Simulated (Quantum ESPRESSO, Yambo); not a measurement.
# Quasiparticle gap of BN (Qingsongite) in Yambo, part 2 of 3

Aim: the G0W0 gap of BN (Qingsongite) on PBE, step by step.

Quantum ESPRESSO 7.5 and Yambo 5.3.0; PBE and many-body steps on it, plane waves. Known limits of the many-body steps: not at the basis limit; coarse k mesh.

So far. Step 2 (Ground state): The gap is indirect, with the least direct gap 4.34 eV higher. Step 3 (Bands along the symmetry lines): The gap is 4.535 eV, as in the run before at this level.

## 4. Empty states on the mesh, 6×6×6 mesh, 30 bands

Level of this step: DFT, PBE, plane waves, norm-conserving pseudopotentials (Quantum ESPRESSO).

The sums over transitions need many empty states on a uniform mesh; this step solves for them.

pw.in

```
&control
  calculation = 'nscf'
  prefix = 'x'
  outdir = 'o'
  pseudo_dir = 'pseudo'
/
&system
  ibrav = 0
  nat = 2
  ntyp = 2
  ecutwfc = 72.0
  nbnd = 30
  force_symmorphic = .true.
/
&electrons
  conv_thr = 1e-9
  electron_maxstep = 80
  diago_full_acc = .true.
  diago_thr_init = 5e-6
/
ATOMIC_SPECIES
  B 10.81 B.upf
  N 14.007 N.upf
CELL_PARAMETERS angstrom
  -0.0000000000 1.8075000000 1.8075000000
  1.8075000000 0.0000000000 1.8075000000
  1.8075000000 1.8075000000 -0.0000000000
ATOMIC_POSITIONS crystal
  B 0.0000000000 0.0000000000 0.0000000000
  N 0.2500000000 0.2500000000 0.2500000000
K_POINTS automatic
  6 6 6 0 0 0
```

Run with:

```console
> OMP_NUM_THREADS=1 mpirun -n 4 pw.x -nk 4 -in pw.in > pw.out
```

Output:

```text
[banner, memory and clock lines left out]
Program PWSCF v.7.5 starts

     Atomic positions and unit cell read from directory:
     o/x.save/

     Message from routine setup:
     using ibrav=0 with symmetry is DISCOURAGED, use correct ibrav instead

     G-vector sticks info

     bravais-lattice index     =            0
     lattice parameter (alat)  =       4.8305  a.u.
     unit-cell volume          =      79.7006 (a.u.)^3
     number of atoms/cell      =            2
     number of atomic types    =            2
     number of electrons       =         8.00
     number of Kohn-Sham states=           30
     kinetic-energy cutoff     =      72.0000  Ry
     charge density cutoff     =     288.0000  Ry
     Exchange-correlation= PBE
                           (   1   4   3   4   0   0   0)

     celldm(1)=   4.830501  celldm(2)=   0.000000  celldm(3)=   0.000000
     celldm(4)=   0.000000  celldm(5)=   0.000000  celldm(6)=   0.000000

     crystal axes: (cart. coord. in units of alat)
               a(1) = (  -0.000000   0.707107   0.707107 )
               a(2) = (   0.707107   0.000000   0.707107 )
               a(3) = (   0.707107   0.707107  -0.000000 )

     reciprocal axes: (cart. coord. in units 2 pi/alat)
               b(1) = ( -0.707107  0.707107  0.707107 )
               b(2) = (  0.707107 -0.707107  0.707107 )
               b(3) = (  0.707107  0.707107 -0.707107 )
     Pseudo is Norm-conserving + core correction, Zval =  3.0
     Generated using ONCVPSP code by D. R. Hamann
     Using radial grid of 1534 points,  4 beta functions with:
     Pseudo is Norm-conserving + core correction, Zval =  5.0
     Generated using ONCVPSP code by D. R. Hamann
     Using radial grid of 1058 points,  4 beta functions with:
     B                 3.00    10.81000     B ( 1.00)
     N                 5.00    14.00700     N ( 1.00)

     24 Sym. Ops. (no inversion) found

   Cartesian axes

     site n.     atom                  positions (alat units)
         1        B      tau(   1) = (   0.0000000   0.0000000   0.0000000  )
         2        N      tau(   2) = (   0.3535534   0.3535534   0.3535534  )

     number of k points=    16
                       cart. coord. in units 2pi/alat
        k(    1) = (   0.0000000   0.0000000   0.0000000), wk =   0.0092593
        k(    2) = (   0.1178511   0.1178511  -0.1178511), wk =   0.0740741
        k(    3) = (   0.2357023   0.2357023  -0.2357023), wk =   0.0740741
[...]
[... 4 further rows ...]
        k(   15) = (  -0.1178511  -0.3535534   0.5892557), wk =   0.2222222
        k(   16) = (  -0.7071068   0.2357023   0.0000000), wk =   0.1111111

     Dense  grid:     6615 G-vectors     FFT dimensions: (  27,  27,  27)

     The potential is recalculated from file :
     o/x.save/charge-density

     Starting wfcs are    8 randomized atomic wfcs +   22 random wfcs

     Band Structure Calculation

     End of band structure calculation

          k = 0.0000 0.0000 0.0000 (   869 PWs)   bands (ev):

    -9.0548  11.1555  11.1555  11.1555  20.0337  20.0337  20.0337  21.5215
    35.9011  39.2725  39.2725  39.6374  39.6374  39.6374  46.8155  58.1892
    58.1892  58.1892  79.7920  79.7920  79.7920  83.7138  83.7138  85.6955
    85.6955  85.6955  90.1039  90.1039  90.1039  96.8109

          k = 0.1179 0.1179-0.1179 (   830 PWs)   bands (ev):

[...]
87.3576  87.8272  87.8272  94.1938  98.7891  98.7891

          k = 0.2357 0.2357-0.2357 (   823 PWs)   bands (ev):

[...]
34.4137  35.7433  35.7433  38.7731  50.7462  50.7462  55.5701  56.3434
    56.3434  61.3732  69.0690  69.0690  75.6887  79.8184  79.8184  86.0645
    86.0645  88.0369  89.0254  89.1132  89.1132  92.4284

          k =-0.3536-0.3536 0.3536 (   832 PWs)   bands (ev):

     [... further k-points ...]

     highest occupied, lowest unoccupied level (ev):    11.1555   15.6904

     XML data file, pseudopotentials, collected wavefunctions
```

Run time: 1.4 s. Hardware: 4 MPI ranks of Arm Neoverse V1, shared host; peak memory 0.05 GiB.

Numbers from this step:

| Property | Result |
| --- | --- |
| gap | 4.535 eV |
| k of the valence top | 0, 0, 0 |
| k of the conduction bottom | 0, -0.5, -0.5 |
| least direct gap | 8.878 eV |
| k points computed | 16 |
| lowest point of the top converged band, above the valence top | 80.1643 eV |

On this mesh the gap is 4.535 eV.

## 5. Conversion and set-up

This step: Yambo 5.3.0; conversion and set-up on PBE, plane waves, norm-conserving pseudopotentials.

The states are converted to the many-body program's format and the q mesh is built.

Run with:

```console
> (cd o/x.save; p2y > p2y.log; mv SAVE ../..); yambo > setup.log
```

Output:

```text
 Yambo, version 5.3.0

 [02] CORE Variables Setup
 =========================

  [02.01] Unit cells
  ==================

  Cell kind             :  FCC
  Atoms in the cell     :  B  N
  number of B  atoms    :  1
  number of N  atoms    :  1

  List of atomic masses
  Mass of B     :  10.81000
  Mass of N     :  14.00700

  List of atomic coordinates    : [cc]
  B1       :  0.000000  0.000000  0.000000  order 1
  N1       :  1.707840  1.707840  1.707840  order 2

  Alat factors          :  3.415680  3.415680  3.415680 [a.u.]
  Direct lattice volume :  79.70059 [a.u.]
  Direct lattice vectors:  A[ 1 ]  A[ 2 ]  A[ 3 ]
   A[ 1 ]: -0.000000  1.000000  1.000000  [iru]
  -0.000000  3.415680  3.415680  [cc]
   A[ 2 ]:  1.000000  0.000000  1.000000  [iru]
   3.415680  0.000000  3.415680  [cc]
   A[ 3 ]:  1.000000  1.000000 -0.000000  [iru]
   3.415680  3.415680 -0.000000  [cc]

  Recip. lattice volume :  3.112276 [a.u.]
  Recip. lattice vectors:  B[ 1 ]  B[ 2 ]  B[ 3 ]
   B[ 1 ]: -0.500000  0.500000  0.500000  [iku]
  -0.919756  0.919756  0.919756  [cc]
   B[ 2 ]:  0.500000 -0.500000  0.500000  [iku]
   0.919756 -0.919756  0.919756  [cc]
   B[ 3 ]:  0.500000  0.500000 -0.500000  [iku]
   0.919756  0.919756 -0.919756  [cc]

  [02.02] Symmetries
  ==================

  Inversion symmetry    : yes
  Spatial inversion     : no
  Inversion index       :  25
  K-space Time-reversal : yes
  Magnetic symmetries   : no
  Time-reversal derived K-space symmetries:   25   48
  Group table correct   : yes
  Symmetries units      :  [cc]

   [S  1]:   1.0000     -0.11681E-16 -0.11681E-16 -0.11681E-16   1.0000      0.11681E-16  0.11681E-16  0.11681E-16   1.0000
   [S  2]:  -1.0000      0.11681E-16 -0.11681E-16  0.11681E-16  -1.0000      0.11681E-16 -0.11681E-16 -0.11681E-16   1.0000
   [S  3]:  -1.0000     -0.11681E-16  0.11681E-16  0.11681E-16   1.0000     -0.11681E-16 -0.11681E-16  0.11681E-16  -1.0000
[...]
[S  9]: -0.11681E-16   1.0000     -0.11681E-16  0.11681E-16 -0.11681E-16   1.0000       1.0000      0.11681E-16  0.11681E-16
   [S 10]: -0.11681E-16  -1.0000      0.11681E-16  0.11681E-16  0.11681E-16  -1.0000       1.0000     -0.11681E-16 -0.11681E-16
     [... 36 further rows ...]
   [S*47]:   1.0000     -0.11681E-16  0.11681E-16 -0.11681E-16  0.11681E-16  -1.0000      0.11681E-16   1.0000     -0.11681E-16
   [S*48]:   1.0000      0.11681E-16 -0.11681E-16 -0.11681E-16 -0.11681E-16   1.0000      0.11681E-16  -1.0000      0.11681E-16

  [02.03] Reciprocal space
  ========================

  nG shells         :  117
  nG charge         :   6615
  nG WFs            :  1182
  nC WFs            :   869
  G-vecs. in first 11 shells:  [ Number ]
     1    9   15   27   51   59   65   89  113
   137  169
  ...
  Shell energy in first 11 shells:  [ mHa ]
    0.00000      1268.93      1691.90      3383.81      4652.73      5075.71      6767.61      8036.54      8459.51
[...]
WF components:   826
  K [16]         [rlu]:  0.166667 -0.500000 -0.333333
         WF components:   820

  [02.05] Energies & Occupations
  ==============================

  [X] === General ===
  [X] Electronic Temperature                        :  0.000000  0.000000 [eV K]
  [X] Bosonic    Temperature                        :  0.000000  0.000000 [eV K]
  [X] Finite Temperature mode                       : no
  [X] El. density                                   :  0.67737E+24 [cm-3]
  [X] Fermi Level                                   :  11.15554 [eV]

  [X] === Gaps and Widths ===
  [X] Conduction Band Min                           :  4.534823 [eV]
  [X] Valence Band Max                              :  0.000000 [eV]
  [X] Filled Bands                                  :   4
  [X] Empty Bands                                   :   5  30
  [X] Direct Gap                                    :  8.878135 [eV]
  [X] Direct Gap localized at k                     :  1
  [X] Indirect Gap                                  :  4.534823 [eV]
  [X] Indirect Gap between kpts                     :   1  13
  [X] Last valence band width                       :  6.145336 [eV]
  [X] 1st conduction band width                     :  5.828507 [eV]

  E @ K [ 1]:  [eV]
   -20.2103    -0.378404E-8 -0.295755E-8   0.00000      8.87814      8.87814      8.87814      10.3660
  occ @ K [ 1]
   2.000000  2.000000  2.000000  2.000000  0.000000  0.000000  0.000000  0.000000
  E @ K [ 2]:  [eV]
  -19.54041  -3.00277  -0.61985  -0.61985   9.39686   9.78647   9.78647  12.24945
  occ @ K [ 2]
[...]
E @ K [ 3]:  [eV]
[...]
occ @ K [ 3]
[...]
E @ K [ 8]:  [eV]
[...]
occ @ K [ 8]
[...]
E @ K [ 9]:  [eV]
[...]
occ @ K [ 9]
[...]
E @ K [10]:  [eV]
[...]
occ @ K [10]
[...]
E @ K [11]:  [eV]
[...]
occ @ K [11]
[...]
E @ K [12]:  [eV]
[...]
occ @ K [12]
[...]
E @ K [13]:  [eV]
[...]
occ @ K [13]
[...]
E @ K [14]:  [eV]
[...]
occ @ K [14]
[...]
E @ K [15]:  [eV]
[...]
occ @ K [15]
[...]
E @ K [16]:  [eV]
  -14.39247  -8.18148  -6.18906  -6.14534   7.83108  12.11010  15.10488  16.81388
  occ @ K [16]
   2.000000  2.000000  2.000000  2.000000  0.000000  0.000000  0.000000  0.000000

 [03] Transferred momenta grid and indexing
 ==========================================

 IBZ Q-points                                      :  16
 BZ  Q-points                                      :  216

 K/Q-points units:
 rlu = crystal or reduced units; cc = cartesian coordinates; iku = interal k-units

 Q [ 1]         [rlu]:  0.000000  0.000000  0.000000
 Q [ 2]         [rlu]:  0.14683E-18  0.14683E-18  0.16667
 Q [ 3]         [rlu]: -0.21279E-17 -0.21279E-17  0.33333
[...]
Q [ 8]         [rlu]:  0.44825E-16  0.16667     -0.33333
 Q [ 9]         [rlu]:  0.21279E-17  0.16667     -0.16667
 Q [10]         [rlu]: -0.33909E-16  0.33333      0.33333
     [... 4 further rows ...]
 Q [15]         [rlu]:  0.166667  0.333333 -0.333333
 Q [16]         [rlu]:  0.166667 -0.500000 -0.333333

  [03.01] X indexes
  =================

   [03.01.01] Sigma indexes
   ========================

 [06] Game Over & Game summary
```

Run time: 1.9 s. Hardware: 1 MPI rank; peak memory 0.23 GiB.

(Part 2 of 3 ends here.)

[Paths, hosts, dates, memory and timing lines, banners, echoed tables and standing remarks are left out of the program output.]

[Logs are printed without paths, hosts, clocks, repeated set-up lines and the standing remarks that a program may print on its own settings, such as how far it seeks lower states.]

[Runs of the session that timed out or met a known fault of the program may be left out.]

[Hosts, paths, dates, database ids (printed as entryN), source tags and the programs' standing remarks are cut or masked in the printed files.]
